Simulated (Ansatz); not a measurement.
# SnS (Pnma): band gap under exact exchange

How does exact exchange change the gap of SnS (Pnma)? A script is to give the band gap under exact exchange; the system is SnS (Pnma).

Computed with Ansatz 0.2.0, driven from Python. The levels of theory stand in the script.

### Step 1. Starting point

It takes space group Pnma (No. 62, orthorhombic). The conventional cell has a = 11.200 Å, b = 3.987 Å, c = 4.334 Å, α = 90.00°, β = 90.00°, γ = 90.00°. Sn (site symmetry m) has 3 S at 2.63 to 2.67 Å as nearest neighbours. Around S (site symmetry m) lie 3 Sn at 2.63 to 2.67 Å.

sns.xyz, read by the script:

```xyz
8
Lattice="11.2 0.0 0.0 0.0 3.987 0.0 0.0 0.0 4.334" Properties=species:S:1:pos:R:3 pbc="T T T"
Sn    1.33728000    0.99675000    0.51921320
Sn    4.26272000    2.99025000    2.68621320
Sn    6.93728000    0.99675000    1.64778680
Sn    9.86272000    2.99025000    3.81478680
S     9.52896000    0.99675000    2.07728620
S     7.27104000    2.99025000    4.24428620
S     3.92896000    0.99675000    0.08971380
S     1.67104000    2.99025000    2.25671380
```

### Step 2. The script

The input, sns.py:

```python
import ansatz as az
import numpy as np


def count_gap(report):
    # lowest empty less highest filled band, counting bands; zero where they overlap
    return max(report.get("gap_by_band_count_ev") or 0.0, 0.0)


def main() -> None:
    cell = az.Crystal.from_extxyz("sns.xyz")

    calculation = cell.calculation().kpoints(2, 4, 4).occupations(az.OccupationsMethod.FIXED).band_table()
    rows = []
    for value in ["pbe", "r2scan", "hse06"]:
        r = calculation.functional(value).run().report
        width = r["fermi_energy_ev"] - min(e for e in r["eigenvalues_ev"][0] if e > r["fermi_energy_ev"] - 10)
        rows.append((value, count_gap(r), width, r.get("hybrid", {}).get("n_outer", 0), r["n_iterations"]))
    print("    functional  gap by band count eV  E_F less lowest level within 10 eV (first k)  exchange loops      iterations")
    for row in rows:
        print(f"{str(row[0]):>14s}  {row[1]:20.3f}  {row[2]:44.3f}  {row[3]:14d}  {row[4]:14d}")


if __name__ == "__main__":
    main()
```

### Step 3. What the engine is handed

The engine receives this input (first run):

```yaml
crystal:
  lattice:
    - [11.2, 0.0, 0.0]
    - [0.0, 3.987, 0.0]
    - [0.0, 0.0, 4.334]
  atoms:
    - { symbol: Sn, position: [0.1194, 0.25, 0.11980000000000002] }
    - { symbol: Sn, position: [0.3806, 0.75, 0.6198] }
    - { symbol: Sn, position: [0.6194000000000001, 0.25, 0.38020000000000004] }
    - { symbol: Sn, position: [0.8806, 0.75, 0.8802] }
    - { symbol: S, position: [0.8508, 0.25, 0.47930000000000006] }
    - { symbol: S, position: [0.6492000000000001, 0.75, 0.9793000000000002] }
    - { symbol: S, position: [0.3508, 0.25, 0.0207] }
    - { symbol: S, position: [0.14920000000000003, 0.75, 0.5207] }
kpoints:
  mp_grid:
    grid: [2, 4, 4]
hamiltonian:
  xc: pbe
scf:
  occupations:
    method: fixed
output:
  eigenvalues: true
```

### Step 4. Launch

Launch:

```
python sns.py
```

Output:

```text
DeckWarning: basis.ecutwfc = 420 eV, auto-derived from the records' recommended cutoffs: set by Sn (normal level)
DeckWarning: basis.ecutwfc = 500 eV, auto-derived from the records' recommended cutoffs: set by Sn (their level for a meta-GGA)
    functional  gap by band count eV  E_F less lowest level within 10 eV (first k)  exchange loops      iterations
           pbe                 0.989                                         7.197               0               6
        r2scan                 1.115                                         7.488               0               7
         hse06                 1.381                                         8.038               2              14
```

(Warnings from the package without file and line.)

It took 3.2 min on 1 thread of Arm Neoverse V2, shared host; peak memory 2.5 GiB.

### Step 5. Inputs of later runs

The engine's inputs for the other runs:

Run 2, against run 1:

```diff
@@ -19 +19 @@
-  xc: pbe
+  xc: r2scan
```

Run 3, against run 1:

```diff
@@ -19 +19 @@
-  xc: pbe
+  xc: hse06
```

### Step 6. Run by run

From the records of these 3 runs:

| run | functional | energy (eV/atom) | gap on the mesh (eV) | SCF cycles | CPU time (s) |
| --- | --- | --- | --- | --- | --- |
| 1 | pbe | -3463.5869 | 0.99 | 6 | 9.3 |
| 2 | r2scan | -3472.7098 | 1.11 | 7 | 19 |
| 3 | hse06 | -3465.8789 | 1.38 | 14 | 160 |

Totals under unlike functionals or potentials can't be compared directly.

### Step 7. Results

```
       quantity                          value
  runs compared                              3
gap on the mesh  0.99 (pbe) to 1.38 eV (hse06)
```

In words: PBE gives 0.99 eV, r2SCAN gives 1.11 eV and HSE06 gives 1.38 eV. The widest is 0.39 eV above the narrowest. Caveats:
- The computed bands are complete only to about 2.6 eV above the Fermi level.
- Under fixed occupations the level called the Fermi level is the highest filled one on the SCF mesh; off the mesh a filled band can lie a little above it.
- The starting cell is as deposited in a crystallographic database.
- Levels are Kohn-Sham eigenvalues on this mesh, without spin-orbit coupling.
- Gaps are read on a coarse mesh, so the true band edges can lie between its points. Spin-orbit coupling is left out, which matters for heavy elements.
